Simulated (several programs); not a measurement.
BN (started from an entry of an open crystallographic database), relaxed with r2SCAN in Ansatz, was computed with several methods. The symmetry is F-43m (No. 216, cubic); a = 3.610 Å in the conventional setting, 5.88 Å³ an atom. B is surrounded by 4 N at 1.56 Å; N is surrounded by 4 B at 1.56 Å. The values are computed, spin-unpolarised.

```cif
data_structure
_symmetry_space_group_name_H-M 'F-43m'
_symmetry_Int_Tables_number 216
_cell_length_a 3.6096
_cell_length_b 3.6096
_cell_length_c 3.6096
_cell_angle_alpha 90.000
_cell_angle_beta 90.000
_cell_angle_gamma 90.000
_cell_volume 47.03
loop_
_atom_site_label
_atom_site_type_symbol
_atom_site_symmetry_multiplicity
_atom_site_Wyckoff_symbol
_atom_site_fract_x
_atom_site_fract_y
_atom_site_fract_z
_atom_site_occupancy
B1 B 4 a 0.00000 0.00000 0.00000 1
N1 N 4 d 0.25000 0.25000 0.75000 1
```

Gaps and times are for a single point on this cell; volume and bulk modulus come from each method's own relaxation or energy curve at fixed shape. Times are rough, from shared hosts (Arm Neoverse N1; Arm Neoverse V2; NVIDIA H100 80GB HBM3), and each method has its own mesh and cell size. Gaps from k meshes are read at a limited set of points (mesh, symmetry points, PBE's band edges), so each method's own least gap may be somewhat smaller. Force fields have no electrons; where one was fitted to this phase, its volume and modulus reflect the fit. Minimal bases can be far off for gaps. Times of the plane-wave ladder aren't listed, since it ran on unlike processors and cards. GLLB-SC's gap includes the derivative discontinuity. G0W0 is at finite bands, cutoff and mesh. d marks a direct gap, i an indirect one (no mark: not told apart), a dash a value that wasn't computed or didn't pass its checks.

```
                               method              kind  gap (eV)  own volume (Å³/atom)  bulk modulus (GPa)  atoms computed  processor time
                               PBEsol         semilocal         –                  5.86                   –               2               –
                    BN.extep (LAMMPS)       force field         –                  5.63                 402               2          0.13 s
                 BNC.tersoff (LAMMPS)       force field         –                  5.33                 466               2          0.15 s
 light PBE (260 eV and a coarse mesh)  light plane-wave    4.40 i                     –                   –               2          0.34 s
      non-self-consistent DFTB (CP2K)     tight binding    9.57 d                     –                   –               2           0.7 s
                                  PBE         semilocal    4.48 i                  5.95                 372               2               –
                               r2SCAN         semilocal    5.00 i                  5.88                 392               2               –
                                  LDA         semilocal    4.37 i                  5.74                   –               2               –
                       GLLB-SC (GPAW)   model potential      5.88                     –                   –               2           3.2 s
G0W0@r2SCAN (180 eV screening cutoff)         many-body      6.28                     –                   –               2               –
   G0W0@PBE (260 eV screening cutoff)         many-body      6.19                     –                   –               2               –
   G0W0@LDA (140 eV screening cutoff)         many-body      5.97                     –                   –               2               –
               PBE/single zeta (GPAW)       small basis    6.48 i                     –                   –               2           7.9 s
                       PBE/SZV (CP2K)       small basis    8.49 i                  6.19                 365               2             9 s
  G0W0@PBE0 (180 eV screening cutoff)         many-body      6.73                     –                   –               2               –
 G0W0@HSE06 (180 eV screening cutoff)         many-body      6.57                     –                   –               2               –
                      PBE/DZVP (CP2K)       small basis    4.54 i                  5.97                 366               2            21 s
                                 PBE0            hybrid    6.56 i                     –                   –               2               –
                                HSE06            hybrid    5.79 i                  5.81                   –               2               –
                         Hartree-Fock    exact exchange   13.73 i                     –                   –               2               –
                              r2SCANh            hybrid    5.75 i                     –                   –               2               –
                             DDH-PBE0            hybrid    6.28 i                     –                   –               2               –
```

Q: How far from the measured values lie the methods that can be set against them?

A:
- Bulk modulus, measured 395 GPa: BN.extep (LAMMPS) +1.8 %, BNC.tersoff (LAMMPS) +18.0 %, PBE -5.9 %, r2SCAN -0.8 %, PBE/SZV (CP2K) -7.5 %, PBE/DZVP (CP2K) -7.4 %.
- Volume, measured 5.906 Å³ an atom: PBEsol -0.8 %, BN.extep (LAMMPS) -4.7 %, BNC.tersoff (LAMMPS) -9.7 %, PBE +0.8 %, r2SCAN -0.5 %, LDA -2.8 %, PBE/SZV (CP2K) +4.8 %, PBE/DZVP (CP2K) +1.2 %, HSE06 -1.6 %.
The calculations are for a static lattice; samples hold vibrations, temperature and, in optical gaps, excitons. A measured value is shown where most reports agree with it, and only for the quantities listed. Sources: 395 GPa (isothermal B0, Vinet fit; 300 K; “Effect of nanostructuration on compressibility of cubic BN”; literature value for micron-sized crystals, from another study; 2012; arxiv:1208.3664); 5.906 Å³ an atom (from the lattice constants; a at ambient conditions; 295 K; “Equation of state of cubic boron nitride at high pressures and temperatures”; 2007; arxiv:cond-mat/0702656).
